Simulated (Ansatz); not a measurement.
# HfO2 under changes of volume

One of the cells (11.532 Å³/atom); the others are scaled copies at fixed shape and fractional positions:

```
CELL_PARAMETERS angstrom
5.11800 0.00000 0.00000
0.00000 5.18570 0.00000
-0.85866 0.00000 5.21387
ATOMIC_POSITIONS crystal
Hf 0.27550 0.46030 0.70800
Hf 0.72450 0.96030 0.79200
Hf 0.72450 0.53970 0.29200
Hf 0.27550 0.03970 0.20800
O 0.07420 0.16840 0.84670
O 0.92580 0.66840 0.65330
O 0.92580 0.83160 0.15330
O 0.07420 0.33160 0.34670
O 0.44870 0.74190 0.98010
O 0.55130 0.24190 0.51990
O 0.55130 0.25810 0.01990
O 0.44870 0.75810 0.48010
```

| Item | Value |
| --- | --- |
| Program | Ansatz 0.2.0 |
| Functional | PBE |
| Potentials or basis | Ansatz PAW |
| Cutoff | 420 eV (not typed: the program's choice for these potentials) |
| k mesh | 5 × 5 × 5 |
| Occupations | fermi-dirac, width 0.05 eV |
| Spin | no spin polarisation |

```tsv
volume (Å³/atom)	energy over the lowest point (meV/atom)	pressure (GPa)	gap on the mesh (eV)	largest force (eV/Å)
10.840	67.16	23.9	4.42	0.698
11.070	37.64	17.3	4.34	0.618
11.301	17.13	11.3	4.27	0.545
11.532	?	?	?	?
11.762	0.00	1.0	4.14	0.427
11.993	1.81	-3.4	4.07	0.380
12.223	9.68	-7.4	4.00	0.344
```

Problem. What does the run at 11.532 Å³/atom give?

Solution. Energy over the lowest point 4.87 meV/atom; pressure 5.9 GPa; gap on the mesh 4.21 eV; largest force 0.482 eV/Å.

Worked out: A Birch-Murnaghan fit of order 3 (a polynomial in V^(-2/3)) to the other rows has its minimum at 11.81 Å³/atom with B0 = V·E''(V) = 233 GPa and B' = 4.2 at fixed shape and positions, which overstates the stiffness. It gives 4.84 meV/atom at 11.532 Å³/atom, against the run's 4.87, and -dE/dV = 5.9 GPa, against 5.9. A straight line through the other rows of the gap, of slope -3.44 eV per unit of ln V, gives 4.20 eV, against the run's 4.21.

Energies are extrapolated to zero smearing.

Caveats: odd divisions of the mesh miss points on the zone boundary, where band edges often lie, so the gap on the mesh can be too wide; spin-orbit coupling is left out, which moves the levels of the heavy elements.

A mesh can miss the band edges.
